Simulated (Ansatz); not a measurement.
Input of an Ansatz 0.2.0 run:

File input.yaml:

```yaml
crystal:
  lattice:
    - [0.0, 3.059, 3.059]
    - [3.059, 0.0, 3.059]
    - [3.059, 3.059, 0.0]
  atoms:
    - { symbol: Sb, position: [0.75, 0.75, 0.75] }
    - { symbol: Ga, position: [0.0, 0.0, 0.0] }
hamiltonian:
  xc: blyp
  pseudopotentials: { kind: paw }
kpoints:
  mp_grid: { grid: [8, 8, 8] }
  band_path:
    path:
      - [[0.0, 0.0, 0.0], [0.5, 0.0, 0.5], [0.5, 0.25, 0.75], [0.375, 0.375, 0.75], [0.0, 0.0, 0.0], [0.5, 0.5, 0.5], [0.625, 0.25, 0.625], [0.5, 0.25, 0.75], [0.5, 0.5, 0.5], [0.375, 0.375, 0.75]]
      - [[0.625, 0.25, 0.625], [0.5, 0.0, 0.5]]
    npoints: 14
scf:
  occupations: { method: fermi_dirac, width: 0.05 }
  n_extra_bands: 6
output:
  forces: true
  stress: true
  eigenvalues: true
  fatbands: false
```

Potentials or basis: Ansatz PAW.

Command:

```console
$ ansatz run input.yaml --threads 2 --pin off --max-ram 5632MiB --backend cpu --events-out ev --progress --plain --runs-dir out
```

Problem. Estimate the pressure.

Solution. 5.3 GPa.

Problem. What does it give for the band gap on the k mesh?

Solution. None (metal or under the smearing width).

Levels at the corners of the path, in eV from the Fermi level:
```tsv
point	band 12	band 13	band 14	band 15	band 16	band 17
Γ	-0.21	-0.04	-0.04	-0.04	2.79	2.79
X	-6.87	-2.57	-2.57	0.96	1.37	8.60
W	-6.75	-3.31	-3.09	3.59	4.40	4.44
K	-6.69	-3.56	-2.19	1.47	3.90	6.58
Γ	-0.21	-0.04	-0.04	-0.04	2.79	2.79
L	-6.39	-1.18	-1.18	0.34	3.80	3.80
U	-6.69	-3.56	-2.19	1.47	3.90	6.58
W	-6.75	-3.31	-3.09	3.59	4.40	4.44
L	-6.39	-1.18	-1.18	0.34	3.80	3.80
K	-6.69	-3.56	-2.19	1.47	3.90	6.58
U	-6.69	-3.56	-2.19	1.47	3.90	6.58
X	-6.87	-2.57	-2.57	0.96	1.37	8.60
```

Caveat: spin-orbit coupling is left out, which moves the levels of the heavy elements; the PAW data sets come from PBE, with cores solved anew for the run's functional, which leaves a small shift of forces and pressure; this crystal is a semiconductor, whose small gap the functional closes, so the metal is an error of the method.

**Experimental background.**

A printed reference work, data compilation reports, for a bulk crystal of GaSb at 4.2 K: band gap 0.811 eV (direct).

Measured gap of GaSb: 0.811 eV (direct; 4.2 K; a printed reference work, data compilation). This calculation gives 0.00 eV (-0.81 eV). Spin-orbit coupling on Ga, Sb is left out. The value is that of BLYP on a finite k mesh, which can miss the band edges, without temperature or zero-point motion. Semilocal functionals fall short of measured gaps as a rule.
